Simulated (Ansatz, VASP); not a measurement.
## Two plane-wave programs on Cs

```xyz
1
Lattice="-2.7059 2.7059 2.7059 2.7059 -2.7059 2.7059 2.7059 2.7059 -2.7059" Properties=species:S:1:pos:R:3 pbc="T T T"
Cs    0.0000    0.0000    0.0000
```

Change from the starting cell: volume scaled by 0.68, PAW files.

Alike in both runs: task single point; functional PBE; k mesh 9 × 9 × 9; occupations fermi-dirac, width 0.05 eV; no spin polarisation.

```csv
,VASP,Ansatz
version,VASP 6.6.1,Ansatz 0.2.0
potentials or method,"VASP PAW PBE potentials, release 64 (Cs_sv)","PAW with Ansatz's default frozen-core files, scalar-relativistic"
plane-wave cutoff (eV),520,420
valence electrons in the cell,9,9
```

```tsv
	VASP	Ansatz	Ansatz less VASP
pressure (GPa)	1.4	1.4	+0.01
```

The runs have no spin-orbit coupling, so splittings on Cs are missing.
